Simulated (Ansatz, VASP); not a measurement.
# HfC (HfC strained to the junction's net) in two plane-wave programs

Aim: how closely do two programs agree when they are given the same cell, functional and k mesh? The cell is generated by rule, not measured, and may not be a known phase. The structure shown is the end of the Ansatz relaxation below.

Program: Ansatz 0.2.0. Level of theory: plane waves, with VASP 6.6.1 beside it; single point at PBE. Results are calculated unless marked as measured.

The structure was built from a prototype and need not be the compound's stable phase.

## (1) Set-up

The structure is tetragonal, space group I4/mmm (No. 139). The conventional cell has a = 3.170 Å, b = 3.170 Å, c = 4.723 Å, α = 90.00°, β = 90.00°, γ = 90.00°. Nearest to C lie 6 Hf at 2.24 to 2.36 Å. Nearest to Hf lie 6 C at 2.24 to 2.36 Å. Farther neighbours are not listed.

## (2) Ansatz: relaxation, PBE

Ansatz runs on its default PAW (the set named soft_2) files.

This run makes the geometry at which the two programs are then compared.

File input.yaml:

```yaml
crystal:
  lattice:
    - [3.17, 0.0, 0.0]
    - [0.0, 3.17, 0.0]
    - [0.0, 0.0, 4.7668601051]
  atoms:
    - { symbol: C, position: [0.0, 0.0, 0.0] }
    - { symbol: Hf, position: [0.5, 0.5, 0.0] }
    - { symbol: C, position: [0.5, 0.5, 0.5] }
    - { symbol: Hf, position: [0.0, 0.0, 0.5] }
kpoints:
  mp_grid: { grid: [10, 10, 7] }
scf:
  occupations: { method: fermi_dirac, width: 0.1 }
  max_iter: 150
hamiltonian:
  xc: pbe
relax:
  f_tol: 0.01
  max_steps: 40
  cell: { fix: [a, b, angles] }
```

Launch:

```console
ansatz run input.yaml --threads 4 --pin off --max-ram 10240MiB --backend cpu --events-out ev --progress --plain --runs-dir out
```

Numbers of over 12 decimals in the logs are rounded to 6 here.

Output:

```text
Engine: ansatz 0.2.0, aarch64-unknown-linux-gnu
Pseudopotentials: kind: paw
Pseudopotential: C, paw, valence charge 4, recommended cutoff 420 eV (normal), C.paw.azcp
Pseudopotential: Hf, paw, valence charge 26, recommended cutoff 420 eV (normal), Hf.paw.azcp
Functional definition: PBE
  parameter kappa = 0.804
  parameter beta = 0.066725
  exchange = pbe_x(kappa = kappa, mu = beta*pi^2/3)
  correlation = pbe_c(beta = beta)
Crystal: 4 atoms, lattice volume = 47.902 Å³
Basis set: ecut = 420 eV, 951 PW (Γ), exchange–correlation on 48×48×64 points (8 copies of the dense FFT grid, shifted against one another)
Bands: 36, of which v1, the nominal top of the filled ones, is band 30 counted from 1 (29 counted from 0)
Symmetry: 32 space group operations
Space group: I4/mmm (ITA 139), of the structure as read, at distance tolerance 3.6e-5 Å
k-points: 84 of 700
Non-local potential: C, projectors of the file, l = 0: 2, l = 1: 2, l = 2: 1
Non-local potential: Hf, projectors of the file, l = 0: 3, l = 1: 2, l = 2: 2, l = 3: 3
PAW form: soft (Blöchl's): semilocal exchange-correlation on the pseudo side does not see the compensation charge
PAW one-centre angular grid: C, 110 points (default); XC on 64 Gauss nodes
PAW one-centre angular grid: Hf, 590 points (default); XC on 64 Gauss nodes
Initial density: superposition of atomic densities (neutral atoms: chi_scale 0, normalization atom), corrected by the library's trained network
Initial wavefunctions: pseudopotential atomic-orbital guess
Functional: x = pbe(κ = 0.804, μ = 0.219515), c = pbe(β = 0.066725)
SCF iter   1: F=—  HF=-31948.023980 eV  |F-HF|=—  |Δ(HF+E_count)|=         —  Δρ=1.46e-3  dr2=6.62e-4  ethr=1.77e-3  ⟨swp⟩=4.4  Hψ=9438  notcnv=0
preconditioner: auto → Kerker (q_TF=auto, 2.833 Å⁻¹)  [metal: Δε(μ)=0.014 eV  Ē_g=17.452 eV  σ=0.100 eV  W_gap=0.03  n_scr=20 (ndim 8)  ℏωp=40.1 eV  f_vac=0.000  D(μ)=0.62/eV (n_scr^D=2)]
SCF iter   2: F=—  HF=-31948.023960 eV  |F-HF|=—  |Δ(HF+E_count)|=   1.94e-5  Δρ=7.81e-4  dr2=1.37e-4  ethr=1.10e-6  ⟨swp⟩=2.4  Hψ=6452  notcnv=0  defer=2
SCF iter   3: F=—  HF=-31948.023994 eV  |F-HF|=—  |Δ(HF+E_count)|=   3.39e-5  Δρ=2.47e-4  dr2=1.68e-5  ethr=2.28e-7  ⟨swp⟩=2.9  Hψ=5569  notcnv=0  defer=2
SCF iter   4: F=—  HF=-31948.023964 eV  |F-HF|=—  |Δ(HF+E_count)|=   3.01e-5  Δρ=9.37e-5  dr2=3.89e-6  ethr=2.81e-8  ⟨swp⟩=2.1  Hψ=5479  notcnv=0  defer=2
SCF iter   5: F=—  HF=-31948.023960 eV  |F-HF|=—  |Δ(HF+E_count)|=   4.22e-6  Δρ=4.30e-5  dr2=4.28e-7  ethr=6.49e-9  ⟨swp⟩=2.0  Hψ=5492  notcnv=0  defer=2
SCF iter   6: F=-31948.023960 eV  HF=-31948.023960 eV  |F-HF|=1.52e-9  |Δ(HF+E_count)|=   2.52e-7  Δρ=4.98e-6  dr2=6.95e-9  ethr=1.67e-10  ⟨swp⟩=5.2  Hψ=12709  notcnv=0
SCF 1 converged in 6 iterations: F = -31948.023960 eV  dr2 = 6.95e-9
  greatest PAW one-centre occupation: 0.998 electrons in one spin orbital (limit 2), on the Hf atom at site 3 (counted from 0), in its partial waves of l = 0
relax step   1: F+E_penalty+E_count = -31948.02396013 eV  Δ(F+E_penalty+E_count) = +0.000e0 eV  max|allowed force component| = 8.382e-29 eV/Å  Δτ_max = 0.0000 Å  P = +14.534 GPa  Ω = 47.902 Å³  fix = [a, b, alpha, beta, gamma]  reactions: a +23.895, b +23.895 GPa  (6 SCF iters, dr2 threshold 1.00e-7 eV, accepted)
[...]
relax step   2: F+E_penalty+E_count = -31948.02997844 eV  Δ(F+E_penalty+E_count) = -6.018e-3 eV  max|allowed force component| = 5.068e-29 eV/Å  Δτ_max = 0.0000 Å  P = +17.521 GPa  Ω = 47.306 Å³  energy of the carried Pulay correction = +8.967e-4 eV  fix = [a, b, alpha, beta, gamma]  reactions: a +25.497, b +25.497 GPa  (6 SCF iters, dr2 threshold 4.00e-7 eV, accepted)
[...]
relax step   3: F+E_penalty+E_count = -31948.03048264 eV  Δ(F+E_penalty+E_count) = -5.042e-4 eV  max|allowed force component| = 5.916e-30 eV/Å  Δτ_max = 0.0000 Å  P = +16.675 GPa  Ω = 47.468 Å³  energy of the carried Pulay correction = +6.508e-4 eV  fix = [a, b, alpha, beta, gamma]  reactions: a +25.052, b +25.052 GPa  (5 SCF iters, dr2 threshold 4.00e-7 eV, accepted)
[...]
relax step   4: F+E_penalty+E_count = -31948.03049652 eV  Δ(F+E_penalty+E_count) = -1.387e-5 eV  max|allowed force component| = 3.639e-29 eV/Å  Δτ_max = 0.0000 Å  P = +16.715 GPa  Ω = 47.460 Å³  energy of the carried Pulay correction = +6.626e-4 eV  fix = [a, b, alpha, beta, gamma]  reactions: a +25.074, b +25.074 GPa  (4 SCF iters, dr2 threshold 1.57e-8 eV, accepted)
[...]
relax step   5: F+E_penalty+E_count = -31948.02988279 eV  Δ(F+E_penalty+E_count) = +6.137e-4 eV  max|allowed force component| = 2.278e-29 eV/Å  Δτ_max = 0.0000 Å  P = +16.700 GPa  Ω = 47.460 Å³  fix = [a, b, alpha, beta, gamma]  reactions: a +25.062, b +25.062 GPa  stress off target by 2.57e-2 GPa on what of the cell is left free  SCF on the basis re-selected at this cell (its energy is not comparable with the rows above)  (6 SCF iters)
basis re-selected at this cell: Δ(F+E_penalty+E_count) = +6.137e-4 eV, ΔP = -0.016 GPa vs the last step (what re-selecting the basis moved, of the pressure what is left beyond the Pulay correction that the steps carried, after the strain that the cell walked since its last selection, with what the two solves' SCF thresholds leave and, on support functions, any second-order correction that the steps lacked; it is no m [...]
SCF converged after 6 iterations
Free energy (F): -31948.029883 eV
Harris-Foulkes:  -31948.029883 eV  (|F-HF|=7.28e-12)
Internal energy: -31948.009925 eV  (E = F + TS)
E sigma→0 (E₀):  -31948.019904 eV
Entropy (-TS):   -0.019958 eV (-4.990 meV/atom)
Fermi energy:    21.462327 eV
--- Per-component energies (eV) ---
  E_band       = 309.316066
  E_kinetic    = 1032.855349
  E_local      = -9668.894827  (includes V_loc(G=0)·N_el)
  E_nonlocal   = -2432.277295
  E_hartree    = 4604.224003
  E_xc         = -701.133953
  E_vxc        = -658.246001  (∫ρ·V_xc dr)
  E_paw        = -14055.803829  (= ΣΔE_a)
  E_vpaw       = 2827.430831  (= ΣTr[D̂ρ^β])
  E_aug_tail   = 0.000011  (compensation charges beyond the density's cutoff)
  E_ewald      = -10726.979385
  E_smearing   = -0.019958  (= −TS)
  E_closure    = 0.000000  (closes the sum)
  Σ components = -31948.029883   (vs F -31948.029883, Δ=0.00e0)
--- Forces (eV/Å), atoms counted from 1 ---
  atom   1  C      0.00000000     0.00000000     0.00000000
  atom   2  Hf    -0.00000000     0.00000000     0.00000000
  atom   3  C     -0.00000000    -0.00000000     0.00000000
  atom   4  Hf     0.00000000    -0.00000000    -0.00000000
  max |Σ_I F_I| component: 1.18e-29 eV/Å
--- Stress (GPa, compression-positive) ---
       25.062138      -0.000000      -0.000000
       -0.000000      25.062138       0.000000
       -0.000000       0.000000      -0.025666
  P = ⅓ Tr σ = 16.6995 GPa (166.995 kbar)
--- Relaxed structure (4 steps of the walk, 4 accepted, 1 SCFs on fresh bases) ---
  F+E_penalty+E_count = -31948.02988279 eV   max|allowed force component| = 2.278e-29 eV/Å   (the final SCF, on the basis selected at the relaxed cell)
  cell:  # Å, volume = 47.4603 Å³
    - [3.17, 0, 0]
    - [0, 3.17, 0]
    - [0, 0, 4.722932]
  atoms:
    - { symbol: C, position: [0, 0, 0] }
    - { symbol: Hf, position: [0.500000, 0.500000, 0] }
    - { symbol: C, position: [0.500000, 0.500000, 0.5] }
    - { symbol: Hf, position: [0, 0, 0.5] }
```

## (3) VASP: single point, PBE

The same cell, functional, mesh and smearing now go to VASP, with its own data sets.

Lines of VASP's logs that name or quote its potential files are left out, and so is its time.

File INCAR:

```
SYSTEM = HfC
PREC = Accurate
ENCUT = 600
EDIFF = 1E-06
NELM = 120
ISMEAR = -1
SIGMA = 0.1
LREAL = .FALSE.
ALGO = Normal
GGA = PE
NBANDS = 20
LASPH = .TRUE.
LORBIT = 11
LWAVE = .FALSE.
LCHARG = .FALSE.
ISIF = 2
GGA_COMPAT = .FALSE.
```

File POSCAR:

```
HfC
1.0
    3.1700000000      0.0000000000      0.0000000000
    0.0000000000      3.1700000000      0.0000000000
    0.0000000000      0.0000000000      4.7229318013
C Hf
2 2
Direct
    0.0000000000      0.0000000000      0.0000000000
    0.5000000000      0.5000000000      0.5000000000
    0.5000000000      0.5000000000      0.0000000000
    0.0000000000      0.0000000000      0.5000000000
```

File KPOINTS:

```
Automatic mesh
0
Gamma
10 10 7
0 0 0
```

PAW data sets: C and Hf_pv (PBE family, release 64).

Launch:

```console
mpirun -np 1 vasp_std
```

Output:

```text
[banner, memory and clock lines left out]
running    1 mpi-ranks, on    1 nodes
 distrk:  each k-point on    1 cores,    1 groups
 distr:  one band on    1 cores,    1 groups

 POSCAR found type information on POSCAR C Hf
 POSCAR found :  2 types and       4 ions
 LDA part: xc-table for (Slater+PW92), standard interpolation
 POSCAR, INCAR and KPOINTS ok, starting setup
 FFT: planning ... GRIDC
 FFT: planning ... GRID_SOFT
 FFT: planning ... GRID
 WAVECAR not read
 entering main loop
       N       E                     dE             d eps       ncg     rms          rms(c)
DAV:   1     0.971307286639E+02    0.97131E+02   -0.17144E+04  3360   0.155E+03
DAV:   2    -0.427426960745E+02   -0.13987E+03   -0.13481E+03  4388   0.323E+02
DAV:   3    -0.480629437691E+02   -0.53202E+01   -0.52665E+01  4224   0.460E+01
DAV:   4    -0.481194929856E+02   -0.56549E-01   -0.56495E-01  4316   0.507E+00
DAV:   5    -0.481199802769E+02   -0.48729E-03   -0.48720E-03  4096   0.425E-01    0.905E+01
DAV:   6    -0.419361694921E+02    0.61838E+01   -0.41077E+01  3728   0.256E+01    0.619E+01
DAV:   7    -0.418750363913E+02    0.61133E-01   -0.18848E+00  3924   0.793E+00    0.239E+01
DAV:   8    -0.418537369760E+02    0.21299E-01   -0.10376E-01  4216   0.191E+00    0.389E+00
DAV:   9    -0.418476886066E+02    0.60484E-02   -0.37948E-02  3920   0.966E-01    0.305E+00
DAV:  10    -0.418468939995E+02    0.79461E-03   -0.52687E-03  3992   0.437E-01    0.470E-01
DAV:  11    -0.418468627302E+02    0.31269E-04   -0.23004E-04  3964   0.111E-01    0.990E-02
DAV:  12    -0.418468559663E+02    0.67640E-05   -0.19507E-05  4136   0.300E-02    0.324E-02
DAV:  13    -0.418468562751E+02   -0.30879E-06   -0.83030E-07  2348   0.632E-03
   1 F= -.41846856E+02 E0= -.41836946E+02  d E =-.198206E-01
```

Parts of OUTCAR (step 3):

```text
ion  position               nearest neighbor table
   1  0.000  0.000  0.000-   3 2.24   3 2.24   3 2.24   3 2.24   4 2.36   4 2.36
   2  0.500  0.500  0.500-   4 2.24   4 2.24   4 2.24   4 2.24   3 2.36   3 2.36
   3  0.500  0.500  0.000-   1 2.24   1 2.24   1 2.24   1 2.24   2 2.36   2 2.36   4 3.26   4 3.26
                             4 3.26   4 3.26   4 3.26   4 3.26   4 3.26   4 3.26
   4  0.000  0.000  0.500-   2 2.24   2 2.24   2 2.24   2 2.24   1 2.36   1 2.36   3 3.26   3 3.26
                             3 3.26   3 3.26   3 3.26   3 3.26   3 3.26   3 3.26

  LATTYP: Found a simple tetragonal cell.
 ALAT       =     3.1700000000
 C/A-ratio  =     1.4898838490

 Subroutine GETGRP returns: Found 16 space group operations
 (whereof 16 operations were pure point group operations)

The static configuration has the point symmetry D_4h.

 Found     84 irreducible k-points:

   k-points           NKPTS =     84   k-points in BZ     NKDIM =     84   number of bands    NBANDS=     20

   dimension x,y,z NGX =    28 NGY =   28 NGZ =   40
   dimension x,y,z NGXF=    56 NGYF=   56 NGZF=   80

   ENCUT  =  600.0 eV  44.10 Ry    6.64 a.u.   6.33  6.33  9.43*2*pi/ulx,y,z

   NELECT =      28.0000    total number of electrons

 k-points in reciprocal lattice and weights: Automatic mesh
   0.00000000  0.00000000  0.00000000       0.001
   0.10000000  0.00000000  0.00000000       0.006
   0.20000000  0.00000000  0.00000000       0.006
   0.30000000  0.00000000  0.00000000       0.006
   0.40000000  0.00000000  0.00000000       0.006
   0.50000000  0.00000000  0.00000000       0.003
   0.10000000  0.10000000  0.00000000       0.006
   0.20000000  0.10000000  0.00000000       0.011
   0.30000000  0.10000000  0.00000000       0.011
[...]
0.50000000  0.40000000  0.42857143       0.011
   0.50000000  0.50000000  0.42857143       0.003

 average (electrostatic) potential at core
       1 -47.1334       2 -47.1334       3 -34.7399       4 -34.7399

 E-fermi :   6.4347

 k-point     1 :       0.0000    0.0000    0.0000
  band No.  band energies     occupation
    ...
      6     -22.8533      2.00000
      7      -6.2021      2.00000
      8      -4.3513      2.00000
      9       3.4975      2.00000
     10       4.5071      2.00000
     11       6.5892      0.35151
     12       6.5892      0.35151
     13       7.2350      0.00067
     14       7.4267      0.00010
     15       7.5380      0.00003
    ...

 k-point     2 :       0.1000    0.0000    0.0000
  band No.  band energies     occupation
    ...
      9       3.4538      2.00000
     10       4.2141      2.00000
     11       6.1029      1.93007
     12       6.3102      1.55269
     13       6.5208      0.59433
     14       6.6742      0.16713
     15       6.7943      0.05340
     16       8.1402      0.00000
     17       8.2950      0.00000
     18       8.6142      0.00000
    ...

 k-point     3 :       0.2000    0.0000    0.0000
  band No.  band energies     occupation
    ...
     10       3.3523      2.00000
     11       4.8633      2.00000
     12       5.1563      1.99999
     13       5.4058      1.99993
     14       5.5131      1.99980
     15       7.6006      0.00002
     16       8.4710      0.00000
     17       9.2343      0.00000
     18       9.3584      0.00000
     19      10.3602      0.00000
    ...

  Total        7.3323004      7.3323004     -0.2145188      0.0000000     -0.0000000      0.0000000
  in kB      247.5258910    247.5258910     -7.2417884      0.0000000     -0.0000000      0.0000000
  external PRESSURE =     162.6033312 kB  Pullay stress =       0.0000000 kB

  energy-cutoff  :      600.00
  volume of cell :       47.46
      direct lattice vectors                 reciprocal lattice vectors
     3.170000000  0.000000000  0.000000000     0.315457413  0.000000000  0.000000000
     0.000000000  3.170000000  0.000000000     0.000000000  0.315457413  0.000000000
     0.000000000  0.000000000  4.722931801     0.000000000  0.000000000  0.211732890

 POSITION                                       TOTAL-FORCE (eV/Angst)
 -----------------------------------------------------------------------------------
      0.00000      0.00000      0.00000        -0.000000     -0.000000      0.000000
      1.58500      1.58500      2.36147        -0.000000     -0.000000      0.000000
      1.58500      1.58500      0.00000         0.000000      0.000000     -0.000000
      0.00000      0.00000      2.36147        -0.000000     -0.000000     -0.000000
 -----------------------------------------------------------------------------------
    total drift:                                0.000000      0.000000     -0.000000

  FREE ENERGIE OF THE ION-ELECTRON SYSTEM (eV)
  ---------------------------------------------------
  free  energy   TOTEN  =       -41.8468562751 eV

  energy  without entropy=      -41.8270356331  energy(sigma->0) =      -41.83694595

 total charge
# of ion       s       p       d       tot
------------------------------------------
    1        0.882   1.551   0.000   2.433
    2        0.882   1.551   0.000   2.433
    3        0.329   6.695   1.772   8.795
    4        0.329   6.695   1.772   8.795
--------------------------------------------------
tot          2.421  16.491   3.543  22.456

[... 3 further parts left out ...]
```

Harder data sets than Hf_pv exist (the GW ones), and pressures, volumes and forces can shift noticeably with them.

## (4) Side by side

Known differences besides the potentials themselves: the data sets hold 60 valence electrons in Ansatz (on its default PAW (the set named soft_2) files) and 28 in VASP; the cutoff is 420 eV in Ansatz and 600 eV in VASP; Ansatz's pressure holds a Pulay correction, VASP's none. Total energies have different zeros and are not compared.

Compared:

| quantity | Ansatz | VASP | difference |
| --- | --- | --- | --- |
| pressure (GPa) | 16.70 | 16.26 | +0.44 |

## (5) Results

```
difference in pressure (single point, PBE) : 0.44 GPa
```

**Reading.** The difference in pressure is 0.44 GPa (single point, PBE), within the 1 GPa picked in this series as the mark of a large difference. The data sets hold unlike numbers of valence electrons (60 in Ansatz and 28 in VASP), so part of the differences comes from the potentials. Such differences can come from data sets, numerical settings and the points named under the comparisons, not from the functional's error against experiment.

[Lines on the potential files, build, host, timing and source positions are cut from VASP's logs without a mark.]

[Logs are printed without paths, hosts, clocks, repeated set-up lines and the standing remarks that a program may print on its own settings, such as how far it seeks lower states.]

[Hosts, paths, dates, database ids (printed as entryN), source tags and the programs' standing remarks are cut or masked in the printed files.]
